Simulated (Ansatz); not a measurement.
This script for a relaxation of the ions of KZnF₃, space group Pm-3m with the Ansatz DFT code, driven from Python holds a mistake.

`run_relax.py`:
```python
from collections import defaultdict

import ansatz as az
from ase import Atoms
from ase.io import write
from ase.neighborlist import neighbor_list
import matplotlib.pyplot as plt
import numpy as np
from pymatgen.core import Structure

atoms = Atoms(
    ['K', 'Zn', 'F', 'F', 'F'],
    scaled_positions=[
        [0.0, 0.0, 0.0],
        [0.5, 0.5, 0.5],
        [0.5, 0.5, 0.0],
        [0.0, 0.5, 0.5],
        [0.5, 0.0, 0.5],
    ],
    cell=[
        [4.05, 0.0, 0.0],
        [0.0, 4.05, 0.0],
        [0.0, 0.0, 4.05],
    ],
    pbc=True,
)
atoms.rattle(stdev=0.05, seed=16)
xtal = az.Crystal.from_ase(atoms)

model = (
    xtal.calculation()
    .functional('pbe')
    .pseudopotentials('paw')
    .basis(19 * az.Ha)
    .kpoints(spacing=0.5)
    .occupations('fixed')
    .relax(force_tolerance=0.05, max_steps=30)
    .density_of_states(energy_step=0.1, projected=True)
)
steps = []


def collect(event):
    if event['event'] == 'relax_step':
        steps.append(event['data'])


out = model.session().plan().execute(on_event=collect)
summary = out.report
print('step   energy (eV)     max force (eV/A)  SCF')
for s in steps:
    print(f'{s["step"]:4d} {s["lagrangian_ev"]:15.5f} {s["allowed_force_max_ev_ang"]:12.4f} {s["n_scf"]:5d}')

first, last = steps[0], steps[-1]
symbols = [site.symbol for site in out.lattice.sites]
print(f'energy gained {first["lagrangian_ev"] - last["lagrangian_ev"]:.4f} eV in {len(steps) - 1} steps')

moved = np.linalg.norm(np.array(last['positions_ang']) - np.array(first['positions_ang']), axis=1)
print('displacement by atom (A):', ' '.join(f'{s}:{d:.3f}' for s, d in zip(symbols, moved)))

final = Atoms(symbols, positions=last['positions_ang'], cell=out.lattice.cell_ang, pbc=True)
i, j, d = neighbor_list('ijd', final, 4.0)
for atom in range(len(final)):
    near = np.argsort(np.where(i == atom, d, np.inf))[:4]
    print(f'{symbols[atom]}{atom}:', ', '.join(f'{symbols[j[m]]} {d[m]:.3f}' for m in near if i[m] == atom))

relaxed = Atoms(symbols, positions=[site.position_ang for site in out.lattice.sites], cell=out.lattice.cell_ang, pbc=True)
write('relaxed.extxyz', relaxed, format='extxyz')

fig, (top, bottom) = plt.subplots(2, 1, sharex=True, figsize=(4.5, 4))
top.plot([s['lagrangian_ev'] - last['lagrangian_ev'] for s in steps], 'o-')
top.set_ylabel('E - E(final) (eV)')
bottom.semilogy([max(s['allowed_force_max_ev_ang'], 1e-6) for s in steps], 's-')
bottom.set(xlabel='step', ylabel='largest force (eV/A)')
fig.tight_layout()
fig.savefig('relax.png', dpi=100)

for key in ('converged', 'n_iterations', 'n_electrons', 'n_kpoints', 'n_pw', 'n_symmetry_ops', 'total_energy', 'fermi_energy_ev'):
    print(f'{key:18s} {summary[key]}')

dos = out.density_of_states()
energy = np.asarray(dos.energies_ev) - dos.fermi_ev
projected = out.projected_density_of_states()
by_shell = defaultdict(float)
for site in projected.sites:
    for shell in site.shells:
        for part in shell.curves:
            by_shell[f'{site.species} {"spdf"[shell.l]}'] += np.sum(part.g_bin_mean_per_ev, axis=0)
print('E - E_F  ' + ' '.join(f'{name:>7s}' for name in by_shell))
for e in np.arange(-8, 8 + 0.1, 1.0):
    print(f'{e:7.1f}  ' + ' '.join(f'{np.interp(e, energy, curve):7.3f}' for curve in by_shell.values()))

final = Structure(out.lattice.cell_ang, [s.symbol for s in out.lattice.sites], [s.position_frac for s in out.lattice.sites])
for index, (site, neighbours) in enumerate(zip(final, final.get_all_neighbors(5.5))):
    first = min(n.nn_distance for n in neighbours)
    shell = [n for n in neighbours if n.nn_distance < 1.1 * first]
    mean = sum(n.nn_distance for n in shell) / len(shell)
    print(f'atom {index} {site.specie.symbol}: {len(shell)} neighbours within 1.1 of the shortest distance, mean {mean:.3f} A')
```

```console
$ python run_relax.py
step   energy (eV)     max force (eV/A)  SCF
   1     -7286.25822       0.2296     6
   2     -7286.27060       0.1023     5
   3     -7286.27598       0.0041     7
energy gained 0.0178 eV in 2 steps
displacement by atom (A): K:0.042 Zn:0.030 F:0.073 F:0.047 F:0.029
K0: F 2.861, F 2.862, F 2.863, F 2.863
Zn1: F 2.025, F 2.025, F 2.025, F 2.025
F2: Zn 2.025, Zn 2.025, K 2.861, F 2.862
F3: Zn 2.025, Zn 2.025, K 2.862, F 2.862
F4: Zn 2.025, Zn 2.025, F 2.862, F 2.862
converged          True
n_iterations       7
n_electrons        42.0
n_kpoints          36
n_pw               1791
n_symmetry_ops     1
Traceback (most recent call last):
  File "run_relax.py", line 79, in <module>
    print(f'{key:18s} {summary[key]}')
                       ~~~~~~~^^^^^
KeyError: 'total_energy'
$ echo $?
1
```

Why does it end like this?

The fault: the report has no such key (the free energy stands under free_energy_ev). Mended:

```diff
--- before
+++ after
@@ -77,3 +77,3 @@
 
-for key in ('converged', 'n_iterations', 'n_electrons', 'n_kpoints', 'n_pw', 'n_symmetry_ops', 'total_energy', 'fermi_energy_ev'):
+for key in ('converged', 'n_iterations', 'n_electrons', 'n_kpoints', 'n_pw', 'n_symmetry_ops', 'free_energy_ev', 'fermi_energy_ev'):
     print(f'{key:18s} {summary[key]}')
```

The mended script runs so:

```console
$ python run_relax.py
step   energy (eV)     max force (eV/A)  SCF
   1     -7286.25822       0.2296     6
   2     -7286.27060       0.1023     5
   3     -7286.27598       0.0041     7
energy gained 0.0178 eV in 2 steps
displacement by atom (A): K:0.042 Zn:0.030 F:0.073 F:0.047 F:0.029
K0: F 2.861, F 2.862, F 2.863, F 2.863
Zn1: F 2.025, F 2.025, F 2.025, F 2.025
F2: Zn 2.025, Zn 2.025, K 2.861, F 2.862
F3: Zn 2.025, Zn 2.025, K 2.862, F 2.862
F4: Zn 2.025, Zn 2.025, F 2.862, F 2.862
converged          True
n_iterations       7
n_electrons        42.0
n_kpoints          36
n_pw               1791
n_symmetry_ops     1
free_energy_ev     -7286.275975507389
fermi_energy_ev    4.218666856516249
E - E_F      K s     K p    Zn s    Zn d     F s     F p
   -8.0    0.000   0.000   0.000   0.000   0.000   0.000
   -7.0    0.000   0.000   0.000   0.000   0.000   0.000
   -6.0    0.000   0.000   0.064   0.022   0.001   0.228
   -5.0    0.000   0.005   0.128   2.201   0.019   2.818
   -4.0    0.034   0.060   0.009   6.563   0.006   4.912
   -3.0    0.003   0.000   0.004   1.008   0.021   0.123
   -2.0    0.040   0.049   0.007   3.521   0.009  13.101
   -1.0    0.000   0.001   0.018   0.967   0.016   1.499
    0.0    0.000   0.000   0.000   0.106   0.000   0.156
    1.0    0.000   0.000   0.000   0.000   0.000   0.000
    2.0    0.000   0.000   0.000   0.000   0.000   0.000
    3.0    0.000   0.000   0.000   0.000   0.000   0.000
    4.0    0.001   0.000   0.001   0.000   0.000   0.000
    5.0    0.039   0.001   0.067   0.000   0.023   0.013
    6.0    0.100   0.003   0.251   0.001   0.055   0.065
    7.0    0.069   0.004   0.579   0.003   0.061   0.147
    8.0    0.003   0.000   0.257   0.001   0.012   0.069
atom 0 K: 12 neighbours within 1.1 of the shortest distance, mean 2.864 A
atom 1 Zn: 6 neighbours within 1.1 of the shortest distance, mean 2.025 A
atom 2 F: 2 neighbours within 1.1 of the shortest distance, mean 2.025 A
atom 3 F: 2 neighbours within 1.1 of the shortest distance, mean 2.025 A
atom 4 F: 2 neighbours within 1.1 of the shortest distance, mean 2.025 A
```

File `relaxed.extxyz` afterwards:
```text
5
Lattice="4.05 0.0 0.0 0.0 4.05 0.0 0.0 0.0 4.05" Properties=species:S:1:pos:R:3 pbc="T T T"
K       -0.01362204      -0.04064637      -0.01910102
Zn       2.01119859       1.98419716       2.00617714
F        2.01014326       1.98669689      -0.01850527
F       -0.01405716       1.98358051       2.00773855
F        2.01057087      -0.04067537       2.00609627
```

Reading the output:
- Total energies depend on the potentials; only differences at equal settings carry meaning. A total without «per atom» is that of the cell as typed.
- Semilocal gaps usually lie well under measured ones.
- Under fixed occupations the level called the Fermi level is the highest filled one on the SCF mesh; off the mesh a filled band can lie a little above it.
- The zero of the levels is a convention of the potentials, so an absolute Fermi energy is no work function.
- Projections exist only for the shells that the potentials hold, some of them semicore, and samples at single energies can miss narrow peaks.
- Energies along a relaxation are free energies. A last row that repeats the one before re-solves the same geometry more tightly.
- The empty d shell of the heavier alkali and alkaline-earth atoms, which makes much of a conduction band, may have no channel.
- The crystal has a gap of about 3.86 eV on the mesh; bins of finite width blur the band edges.
- The starting cell is as deposited in a crystallographic database; the results hold for this polymorph, which needn't be the stable one.
- The density of states is complete only as far up as bands were computed.
- It ran for 17 s on 1 thread of Intel(R) Xeon(R) Platinum 8375C CPU @ 2.90GHz (Ice Lake), with other jobs on the host, peak memory 0.56 GiB.

(Lines on the test bed's own set-up are left out of the output.)
